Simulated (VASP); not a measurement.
# InP: equation of state with PBE

Crystal: InP.

```xyz
2
Lattice="0.0000 2.7688 2.7688 2.7688 0.0000 2.7688 2.7688 2.7688 0.0000" Properties=species:S:1:pos:R:3 pbc="T T T"
In    0.0000    0.0000    0.0000
P     2.7688    2.7688    2.7688
```

Measurements of this composition are mostly on another form, of space group No. 216.

| Quantity | Value |
| --- | --- |
| Program | VASP 6.6.1 |
| Task | equation of state |
| Functional | PBE |
| Potentials or basis | VASP PAW PBE potentials, release 64 (In_d, P) |
| Cutoff | 520 eV |
| k mesh | 8 × 8 × 8 |
| Occupations | fermi-dirac, width 0.05 eV |
| Spin | no spin polarisation |
| Further INCAR settings | ALGO = Normal; EDIFF = 1e-07; NBANDS = 16 |

```json
{"Equilibrium volume": "21.22 Å³/atom", "Bulk modulus": "74 GPa", "Pressure derivative of the bulk modulus": "5.0"}
```

Energy against volume, from the lowest point:
| volume (Å³/atom) | energy (meV/atom) |
| --- | --- |
| 19.953 | 19.74 |
| 20.378 | 8.40 |
| 20.803 | 2.00 |
| 21.227 | 0.00 |
| 21.652 | 1.90 |
| 22.076 | 7.29 |
| 22.501 | 15.69 |

All runs of the series together: 100 s on 1 thread of Intel(R) Xeon(R) 6975P-C (Granite Rapids), on a shared host.
